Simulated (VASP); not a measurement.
Output of a VASP run:

**OSZICAR**
```
       N       E                     dE             d eps       ncg     rms          rms(c)
DAV:   1     0.102600826838E+03    0.10260E+03   -0.69799E+03   480   0.115E+03
DAV:   2     0.454460845063E+01   -0.98056E+02   -0.90010E+02   760   0.189E+02
DAV:   3    -0.260937463097E+01   -0.71540E+01   -0.71365E+01   624   0.582E+01
DAV:   4    -0.268357632413E+01   -0.74202E-01   -0.74165E-01   560   0.729E+00
DAV:   5    -0.268462304905E+01   -0.10467E-02   -0.10466E-02   600   0.854E-01    0.224E+00
DAV:   6    -0.233598502579E+01    0.34864E+00   -0.60136E-01   552   0.453E+00    0.166E+00
DAV:   7    -0.229426466708E+01    0.41720E-01   -0.20197E-01   660   0.256E+00    0.977E-01
DAV:   8    -0.229439387082E+01   -0.12920E-03   -0.15399E-02   560   0.974E-01    0.136E-01
DAV:   9    -0.229461985715E+01   -0.22599E-03   -0.31286E-03   632   0.373E-01    0.110E-01
DAV:  10    -0.229478487825E+01   -0.16502E-03   -0.27433E-04   568   0.150E-01    0.179E-02
DAV:  11    -0.229480235445E+01   -0.17476E-04   -0.31257E-05   620   0.454E-02    0.560E-03
DAV:  12    -0.229480271713E+01   -0.36268E-06   -0.90265E-06   592   0.194E-02
   1 F= -.22948027E+01 E0= -.22948027E+01  d E =-.229480E+01
```

File OUTCAR:
```
------------------------ aborting loop because EDIFF is reached ----------------------------------------
  FORCE on cell =-STRESS in cart. coord.  units (eV):
  Direction    XX          YY          ZZ          XY          YZ          ZX
  --------------------------------------------------------------------------------------
  Total       -0.0088220     -0.0088220     -0.0088220      0.0000000      0.0000000      0.0000000
  in kB       -0.2065114     -0.2065114     -0.2065114      0.0000000      0.0000000      0.0000000
  external PRESSURE =      -0.2065114 kB  Pullay stress =       0.0000000 kB
  volume of cell :       68.44
      direct lattice vectors                 reciprocal lattice vectors
     4.090508269  0.000000000  0.000000000     0.244468397  0.000000000  0.000000000
     0.000000000  4.090508269  0.000000000     0.000000000  0.244468397  0.000000000
     0.000000000  0.000000000  4.090508269     0.000000000  0.000000000  0.244468397
 POSITION                                       TOTAL-FORCE (eV/Angst)
 -----------------------------------------------------------------------------------
      0.00000      0.00000      0.00000         0.000000      0.000000      0.000000
      2.04525      2.04525      2.04525         0.000000      0.000000      0.000000
 -----------------------------------------------------------------------------------
    total drift:                                0.000000      0.000000      0.000000
  FREE ENERGIE OF THE ION-ELECTRON SYSTEM (eV)
  ---------------------------------------------------
  free  energy   TOTEN  =        -2.2948027171 eV

  energy  without entropy=       -2.2948027171  energy(sigma->0) =       -2.29480272

 reached required accuracy - stopping structural energy minimisation
```
(Selected blocks of OUTCAR.)

POSCAR:
```
CsCl
1
    4.0905082695     0.0000000000    -0.0000000000
   -0.0000000000     4.0905082695    -0.0000000000
    0.0000000000     0.0000000000     4.0905082695
Cs Cl
1 1
Direct
  0.0000000000   0.0000000000   0.0000000000
  0.5000000000   0.5000000000   0.5000000000
```

**Question.** Reconstruct the remaining input files.

**Answer.** One answer among several that fit: the input of the run itself, optB86b-vdW, plane waves, VASP's PBE PAW potentials (set 64).

**INCAR**
```
SYSTEM=CsCl
PREC=Accurate; ENCUT=520; LREAL=.FALSE.
LASPH=.TRUE.
EDIFF=1E-6; NELM=100; ALGO=Normal
LMAXMIX=4
ISMEAR=0; SIGMA=0.05
GGA=MK; LUSE_VDW=.TRUE.; AGGAC=0.0
PARAM1=0.1234; PARAM2=1.0
IBRION=2; NSW=60; ISIF=3
EDIFFG=-0.01
LWAVE=.FALSE.; LCHARG=.FALSE.
```

**KPOINTS**
```
kpoints
0
Gamma
  6 6 6
```

POTCAR, in this order: Cs_sv Cl (PBE.64 set). Program: vasp_std.

The compound is CsCl in the CsCl type structure. It was relaxed first. The start is the result of an earlier pass.
